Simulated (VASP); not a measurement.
# Te (Im-3m) in VASP: a series of runs

Aim: see how the results for Te move with the level of theory and the settings. Levels: LDA, r2SCAN. Tasks: relaxation of cell and atoms.

All numbers are computed with VASP 6.6.1; they aren't measurements. Logs are shortened: lines on timing, memory, paths and dates and some standing lists are left out, and cuts for length are marked.

**1. The structure**

It takes space group Im-3m (No. 229, cubic). The conventional cell has a = 3.918 Å, b = 3.918 Å, c = 3.918 Å, α = 90.00°, β = 90.00°, γ = 90.00°. Te (site symmetry m-3m) is surrounded by 8 Te at 3.39 Å.

The cell was built by a generator and needn't be a form met in nature.

**2. Relaxation of cell and atoms, LDA**

Input file INCAR:

```
PREC = Accurate
ENCUT = 600
EDIFF = 1E-6
ISMEAR = 1
SIGMA = 0.1
LREAL = F
LASPH = T
NELM = 80
ALGO = Normal
ISIF = 3
LWAVE = F
LCHARG = F
IBRION = 2
NSW = 90
EDIFFG = -0.01
```

Input file KPOINTS:

```
Automatic mesh
0
Gamma
  14 14 14
```

Input file POSCAR:

```
Te
1.0
   -1.9591833700      1.9591833700      1.9591833700
    1.9591833700     -1.9591833700      1.9591833700
    1.9591833700      1.9591833700     -1.9591833700
Te
1
Direct
    0.0000000000      0.0000000000      0.0000000000
```

Potentials or basis: VASP PAW LDA potentials, release 64 (Te).

Launch:

```sh
$ cat potpaw_LDA.64/Te/POTCAR > POTCAR
$ mpirun -np 1 vasp_std > vasp.out
```

OUTCAR:

```text
PREC = Accurate
   ENCUT = 600
   EDIFF = 1E-6
   ISMEAR = 1
   LREAL = F
   LASPH = T
   NELM = 80
   ISIF = 3
   IBRION = 2
   NSW = 90
   EDIFFG = -0.01

 ion  position               nearest neighbor table
   1  0.000  0.000  0.000-

  LATTYP: Found a body centered cubic cell.
 ALAT       =     3.9183667400

  Lattice vectors:

 A1 = (  -1.9591833700,   1.9591833700,   1.9591833700)
 A2 = (   1.9591833700,  -1.9591833700,   1.9591833700)
 A3 = (   1.9591833700,   1.9591833700,  -1.9591833700)

Analysis of symmetry for initial positions (statically):
=====================================================================
 Subroutine PRICEL returns:
 Original cell was already a primitive cell.

 Routine SETGRP: Setting up the symmetry group for a
 body centered cubic supercell.

 Subroutine GETGRP returns: Found 48 space group operations
 (whereof 48 operations were pure point group operations)
 out of a pool of 48 trial point group operations.

The static configuration has the point symmetry O_h .

Analysis of symmetry for dynamics (positions and initial velocities):
=====================================================================
 Subroutine PRICEL returns:
 Original cell was already a primitive cell.

 Routine SETGRP: Setting up the symmetry group for a
 body centered cubic supercell.

 Subroutine GETGRP returns: Found 48 space group operations
 (whereof 48 operations were pure point group operations)
 out of a pool of 48 trial point group operations.

The dynamic configuration has the point symmetry O_h .

 Subroutine INISYM returns: Found 48 space group operations
 (whereof 48 operations are pure point group operations),
 and found     1 'primitive' translations

----------------------------------------------------------------------------------------

                                     Primitive cell

  volume of cell :      30.0805

  direct lattice vectors                    reciprocal lattice vectors
    -1.959183370  1.959183370  1.959183370     0.000000000  0.255208373  0.255208373
     1.959183370 -1.959183370  1.959183370     0.255208373  0.000000000  0.255208373
     1.959183370  1.959183370 -1.959183370     0.255208373  0.255208373  0.000000000

  length of vectors
     3.393405138  3.393405138  3.393405138     0.360919142  0.360919142  0.360919142

  position of ions in fractional coordinates (direct lattice)
     0.000000000  0.000000000  0.000000000

  ion indices of the primitive-cell ions
   primitive index   ion index
                 1           1

[... 57 lines left out ...]
   dimension x,y,z NGXF=    56 NGYF=   56 NGZF=   56
   ions per type =               1
   NGX,Y,Z   is equivalent  to a cutoff of  13.72, 13.72, 13.72 a.u.
   NGXF,Y,Z  is equivalent  to a cutoff of  27.43, 27.43, 27.43 a.u.
 SYSTEM =  unknown system
   PREC   = accura    normal or accurate (medium, high low for compatibility)
   ISTART =      0    job   : 0-new  1-cont  2-samecut
   ICHARG =      2    charge: 1-file 2-atom 10-const
   ISPIN  =      1    spin polarized calculation?
   LNONCOLLINEAR =      F non collinear calculations
   LSORBIT =      F    spin-orbit coupling
   LASPH  =      T    aspherical Exc in radial PAW
   ENCUT  =  600.0 eV  44.10 Ry    6.64 a.u.   6.78  6.78  6.78*2*pi/ulx,y,z
   NELM   =     80;   NELMIN=  2; NELMDL= -5     # of ELM steps
   EDIFF  = 0.1E-05   stopping-criterion for ELM
   LREAL  =      F    real-space projection
   EDIFFG = -.1E-01   stopping-criterion for IOM
   NSW    =     90    number of steps for IOM
   IBRION =      2    ionic relax: 0-MD 1-quasi-New 2-CG
   NFREE  =      1    steps in history (QN), initial steepest desc. (CG)
   ISIF   =      3    stress and relaxation
   ISYM   =      2    0-nonsym 1-usesym 2-fastsym
   POTIM  = 0.5000    time-step for ionic-motion
   TEBEG  =    0.0;   TEEND  =   0.0 temperature during run
   PSTRESS=    0.0 pullay stress
   NELECT =       6.0000    total number of electrons
   NUPDOWN=      -1.0000    fix difference up-down
   EMIN   =  10.00;   EMAX   =-10.00  energy-range for DOS
   EFERMI =   0.00;   METHOD = LEGACY
   ISMEAR =     1;   SIGMA  =   0.10  broadening in eV -4-tet -1-fermi 0-gaus
   EFERMI_NEDOS =   21; number of points for ismear=-14 and -15
   IALGO  =     38    algorithm
   IMIX   =      4    mixing-type and parameters
     AMIX     =   0.40;   BMIX     =  1.00
     AMIX_MAG =   1.60;   BMIX_MAG =  1.00
  volume/ion in A,a.u.               =      30.08       202.99
  Fermi-wavevector in a.u.,A,eV,Ry     =   0.956526  1.807572 12.448544  0.914942
  Thomas-Fermi vector in A             =   2.085462
   LORBIT       =      0    0 simple, 1 ext, 2 COOP (PROOUT), +10 PAW based schemes
   GGA     = CA    functional components
   LHFCALC =     F    Hartree Fock is set to
   AEXX    =    0.0000 exact exchange contribution
   IVDW    =     0    specifies the selected vdW correction
   LEPSILON=     F    determine dielectric tensor
   LRPA    =     F    only Hartree local field effects (RPA)
 conjugate gradient relaxation of ions
 non-spin polarized calculation
 Methfessel and Paxton  Order N= 1 SIGMA  =   0.10
  energy-cutoff  :      600.00
  volume of cell :       30.08
 maximum number of plane-waves:      1048
   NGX = 13   NGY = 13   NGZ = 13

--------------------------------------- Ionic step        1  -------------------------------------------

 number of electron       6.0000000 magnetization

 Free energy of the ion-electron system (eV)
  ---------------------------------------------------
  ext. energy  EPLUGINS =         0.00000000
  ---------------------------------------------------
  free energy    TOTEN  =        -3.50603195 eV

  energy without entropy =       -3.50540295  energy(sigma->0) =       -3.50582228

 E-fermi :   6.8852     XC(G=0):  -9.9954

 val. band max:        6.8805413347   @ k =  -0.4286  -0.4286   0.2143
 cond. band min:       6.9134263402   @ k =   0.2857   0.2143   0.0714
 fundamental gap:      0.0328850054
 Fermi energy:         6.8852054062

 k-point     1 :       0.0000    0.0000    0.0000
  band No.  band energies     occupation
      1      -6.4928      2.00000
      2       9.6264      0.00000
      3       9.6264      0.00000
      4       9.6264      0.00000
      5      16.0726      0.00000
      6      16.6836      0.00000
      7      16.6836      0.00000
[... 299 lines left out ...]
--------------------------------------- Ionic step        3  -------------------------------------------

 number of electron       6.0000000 magnetization

 Free energy of the ion-electron system (eV)
  ---------------------------------------------------
  ext. energy  EPLUGINS =         0.00000000
  ---------------------------------------------------
  free energy    TOTEN  =        -3.57876605 eV

  energy without entropy =       -3.57889058  energy(sigma->0) =       -3.57880756

 E-fermi :   8.5635     XC(G=0): -10.5088

 val. band max:        8.5541826670   @ k =   0.3571   0.0714   0.0000
 cond. band min:       8.5879570882   @ k =  -0.3571   0.5000   0.2143
 fundamental gap:      0.0337744211
 Fermi energy:         8.5634867675

 k-point     1 :       0.0000    0.0000    0.0000
  band No.  band energies     occupation
      1      -5.7629      2.00000
      2      11.9170      0.00000
      3      11.9170      0.00000
      4      11.9170      0.00000
      5      18.6042      0.00000
      6      18.6042      0.00000
      7      18.6057      0.00000
[... 258 lines left out ...]
  FREE ENERGIE OF THE ION-ELECTRON SYSTEM (eV)
  ---------------------------------------------------
  free  energy   TOTEN  =        -3.5787660521 eV

  energy  without entropy=       -3.5788905780  energy(sigma->0) =       -3.57880756

 reached required accuracy - stopping structural energy minimisation
```

Wall time 43 s (1 thread of Intel Xeon Platinum 8259CL at 2.50GHz (Skylake/Cascade Lake), shared host); peak memory 0.16 GiB.

Results:

```
Free energy                            : -3.5788 eV
Relaxed volume                         : 26.71 Å³/atom
Relaxed cell                           : a = 3.262 Å, b = 3.262 Å, c = 3.262 Å, α = 109.47°, β = 109.47°, γ = 109.47°
Space group after relaxing (to 0.05 Å) : Im-3m (No. 229)
Energy gained by relaxing              : 72.7 meV/atom
Ionic steps                            : 3
Pressure after relaxing                : 0.0 GPa
Band gap on the k mesh                 : none (metal or under the smearing width)
```

The path:
```tsv
step	energy change (eV)	largest force (eV/Å)	pressure (GPa)	volume (Å³)
1	0.0000	0.0000	-6.14	30.08
2	-0.0560	0.0000	4.16	25.34
3	-0.0727	0.0000	-0.03	26.71
```

Final structure:
```xyz
1
Lattice="-1.8831 1.8831 1.8831 1.8831 -1.8831 1.8831 1.8831 1.8831 -1.8831" Properties=species:S:1:pos:R:3 pbc="T T T"
Te    0.0000    0.0000    0.0000
```

Levels at points of the mesh, in eV from the Fermi level:
| k point | band 1 | band 2 | band 3 | band 4 | band 5 | band 6 | band 7 |
| --- | --- | --- | --- | --- | --- | --- | --- |
| (0.00, 0.00, 0.00) | -14.33 | 3.35 | 3.35 | 3.35 | 10.04 | 10.04 | 10.04 |
| (0.50, 0.00, 0.00) | -10.96 | -6.29 | 0.15 | 2.20 | 5.65 | 6.51 | 13.17 |
| (0.50, 0.50, 0.50) | -8.47 | -3.09 | -3.09 | -3.09 | 2.78 | 2.78 | 17.46 |

Spin-orbit coupling is left out, which matters for the levels of Te.

**3. Relaxation of cell and atoms, LDA**

This run uses another cell than the first one, of 26.71 Å³/atom, 0.888 times its volume.

Edit INCAR of step 2 so:

```diff
@@ -2,3 +2,3 @@
 ENCUT = 600
-EDIFF = 1E-6
+EDIFF = 1E-7
 ISMEAR = 1
@@ -14,2 +14,2 @@
 NSW = 90
-EDIFFG = -0.01
+EDIFFG = -0.005
```

KPOINTS is that of step 2.

Input file POSCAR:

```
Te                                      
1.0
   -1.8831101841      1.8831101841      1.8831101841
    1.8831101841     -1.8831101841      1.8831101841
    1.8831101841      1.8831101841     -1.8831101841
  Te            
     1
Direct
     0.0000000000000000    0.0000000000000000    0.0000000000000000
```

Potentials or basis: VASP PAW LDA potentials, release 64 (Te).

Launch:

```sh
$ cat potpaw_LDA.64/Te/POTCAR > POTCAR
$ mpirun -np 1 vasp_std > vasp.out
```

OUTCAR:

```text
PREC = Accurate
   ENCUT = 600
   EDIFF = 1E-7
   ISMEAR = 1
   LREAL = F
   LASPH = T
   NELM = 80
   ISIF = 3
   IBRION = 2
   NSW = 90
   EDIFFG = -0.005

 ion  position               nearest neighbor table
   1  0.000  0.000  0.000-

  LATTYP: Found a body centered cubic cell.
 ALAT       =     3.7662203682

  Lattice vectors:

 A1 = (  -1.8831101841,   1.8831101841,   1.8831101841)
 A2 = (   1.8831101841,  -1.8831101841,   1.8831101841)
 A3 = (   1.8831101841,   1.8831101841,  -1.8831101841)

Analysis of symmetry for initial positions (statically):
=====================================================================
 Subroutine PRICEL returns:
 Original cell was already a primitive cell.

 Routine SETGRP: Setting up the symmetry group for a
 body centered cubic supercell.

 Subroutine GETGRP returns: Found 48 space group operations
 (whereof 48 operations were pure point group operations)
 out of a pool of 48 trial point group operations.

The static configuration has the point symmetry O_h .

Analysis of symmetry for dynamics (positions and initial velocities):
=====================================================================
 Subroutine PRICEL returns:
 Original cell was already a primitive cell.

 Routine SETGRP: Setting up the symmetry group for a
 body centered cubic supercell.

 Subroutine GETGRP returns: Found 48 space group operations
 (whereof 48 operations were pure point group operations)
 out of a pool of 48 trial point group operations.

The dynamic configuration has the point symmetry O_h .

 Subroutine INISYM returns: Found 48 space group operations
 (whereof 48 operations are pure point group operations),
 and found     1 'primitive' translations

----------------------------------------------------------------------------------------

                                     Primitive cell

  volume of cell :      26.7108

  direct lattice vectors                    reciprocal lattice vectors
    -1.883110184  1.883110184  1.883110184     0.000000000  0.265518186  0.265518186
     1.883110184 -1.883110184  1.883110184     0.265518186  0.000000000  0.265518186
     1.883110184  1.883110184 -1.883110184     0.265518186  0.265518186  0.000000000

  length of vectors
     3.261642515  3.261642515  3.261642515     0.375499420  0.375499420  0.375499420

  position of ions in fractional coordinates (direct lattice)
     0.000000000  0.000000000  0.000000000

  ion indices of the primitive-cell ions
   primitive index   ion index
                 1           1

----------------------------------------------------------------------------------------

 KPOINTS: Automatic mesh

[... 96 lines left out ...]
   LEPSILON=     F    determine dielectric tensor
   LRPA    =     F    only Hartree local field effects (RPA)
 conjugate gradient relaxation of ions
 non-spin polarized calculation
 Methfessel and Paxton  Order N= 1 SIGMA  =   0.10
  energy-cutoff  :      600.00
  volume of cell :       26.71
 maximum number of plane-waves:       935
 NGX is ok and might be reduce to    28
   NGX = 13   NGY = 13   NGZ = 13

--------------------------------------- Ionic step        1  -------------------------------------------

 number of electron       6.0000000 magnetization

 Free energy of the ion-electron system (eV)
  ---------------------------------------------------
  ext. energy  EPLUGINS =         0.00000000
  ---------------------------------------------------
  free energy    TOTEN  =        -3.57865429 eV

  energy without entropy =       -3.57877873  energy(sigma->0) =       -3.57869577

------------------------ aborting loop because EDIFF is reached ----------------------------------------

  FORCE on cell =-STRESS in cart. coord.  units (eV):
  Direction    XX          YY          ZZ          XY          YZ          ZX
  --------------------------------------------------------------------------------------
  -------------------------------------------------------------------------------------
  Total       -0.0055454     -0.0055454     -0.0055454      0.0000000     -0.0000000     -0.0000000
  in kB       -0.3326257     -0.3326257     -0.3326257      0.0000000     -0.0000000     -0.0000000
  external PRESSURE =      -0.3326257 kB  Pullay stress =       0.0000000 kB

 VOLUME and BASIS-vectors are now :
 -----------------------------------------------------------------------------
  energy-cutoff  :      600.00
  volume of cell :       26.71
      direct lattice vectors                 reciprocal lattice vectors
    -1.883110184  1.883110184  1.883110184     0.000000000  0.265518186  0.265518186
     1.883110184 -1.883110184  1.883110184     0.265518186  0.000000000  0.265518186
     1.883110184  1.883110184 -1.883110184     0.265518186  0.265518186  0.000000000

 POSITION                                       TOTAL-FORCE (eV/Angst)
 -----------------------------------------------------------------------------------
      0.00000      0.00000      0.00000         0.000000      0.000000      0.000000
 -----------------------------------------------------------------------------------
    total drift:                                0.000000      0.000000      0.000000

  FREE ENERGIE OF THE ION-ELECTRON SYSTEM (eV)
  ---------------------------------------------------
  free  energy   TOTEN  =        -3.5786542912 eV

  energy  without entropy=       -3.5787787264  energy(sigma->0) =       -3.57869577

--------------------------------------- Ionic step        2  -------------------------------------------

 number of electron       6.0000000 magnetization

 Free energy of the ion-electron system (eV)
  ---------------------------------------------------
  ext. energy  EPLUGINS =         0.00000000
  ---------------------------------------------------
  free energy    TOTEN  =        -3.57865507 eV

  energy without entropy =       -3.57877701  energy(sigma->0) =       -3.57869571

 E-fermi :   8.5758     XC(G=0): -10.5123

 val. band max:        8.5661660864   @ k =   0.3571   0.0714  -0.0000
 cond. band min:       8.6007527327   @ k =  -0.3571   0.5000   0.2143
 fundamental gap:      0.0345866463
 Fermi energy:         8.5758290404

 k-point     1 :       0.0000    0.0000    0.0000
  band No.  band energies     occupation
      1      -5.7579      2.00000
      2      11.9334      0.00000
      3      11.9334      0.00000
      4      11.9334      0.00000
      5      18.6178      0.00000
      6      18.6178      0.00000
      7      18.6178      0.00000
[... 221 lines left out ...]
 k-point    24 :       0.3571    0.2857    0.0000
  band No.  band energies     occupation
      1      -1.8102      2.00000
      2       3.5655      2.00000
      3       4.6202      2.00000
      4       9.5978     -0.00000
      5      16.3198      0.00000
      6      18.6884      0.00000
      7      19.5569      0.00000

 [... further k-points ...]

------------------------ aborting loop because EDIFF is reached ----------------------------------------

  FORCE on cell =-STRESS in cart. coord.  units (eV):
  Direction    XX          YY          ZZ          XY          YZ          ZX
  --------------------------------------------------------------------------------------
  -------------------------------------------------------------------------------------
  Total        0.0036232      0.0036232      0.0036232      0.0000000      0.0000000      0.0000000
  in kB        0.2175024      0.2175024      0.2175024      0.0000000      0.0000000      0.0000000
  external PRESSURE =       0.2175024 kB  Pullay stress =       0.0000000 kB

 VOLUME and BASIS-vectors are now :
 -----------------------------------------------------------------------------
  energy-cutoff  :      600.00
  volume of cell :       26.69
      direct lattice vectors                 reciprocal lattice vectors
    -1.882606406  1.882606406  1.882606406     0.000000000  0.265589238  0.265589238
     1.882606406 -1.882606406  1.882606406     0.265589238  0.000000000  0.265589238
     1.882606406  1.882606406 -1.882606406     0.265589238  0.265589238  0.000000000

 POSITION                                       TOTAL-FORCE (eV/Angst)
 -----------------------------------------------------------------------------------
      0.00000      0.00000      0.00000         0.000000     -0.000000      0.000000
 -----------------------------------------------------------------------------------
    total drift:                                0.000000      0.000000      0.000000

  FREE ENERGIE OF THE ION-ELECTRON SYSTEM (eV)
  ---------------------------------------------------
  free  energy   TOTEN  =        -3.5786550684 eV

  energy  without entropy=       -3.5787770052  energy(sigma->0) =       -3.57869571

 reached required accuracy - stopping structural energy minimisation
```

Wall time 27 s (1 thread of Intel Xeon Platinum 8259CL at 2.50GHz (Skylake/Cascade Lake), shared host); peak memory 0.16 GiB.

Results:

```yaml
Free_energy: -3.5787 eV
Relaxed_volume: 26.69 Å³/atom
Relaxed_cell: a = 3.261 Å, b = 3.261 Å, c = 3.261 Å, α = 109.47°, β = 109.47°, γ = 109.47°
Space_group_after_relaxing_to_0.05_Å: Im-3m (No. 229)
Energy_gained_by_relaxing: 0.0 meV/atom
Ionic_steps: 2
Pressure_after_relaxing: 0.0 GPa
Band_gap_on_the_k_mesh: none (metal or under the smearing width)
```

Final structure:
```
CELL_PARAMETERS angstrom
-1.88261 1.88261 1.88261
1.88261 -1.88261 1.88261
1.88261 1.88261 -1.88261
ATOMIC_POSITIONS crystal
Te 0.00000 0.00000 0.00000
```

The run has no spin-orbit coupling, so splittings on Te are missing.

(Part 1 of 2 ends here.)
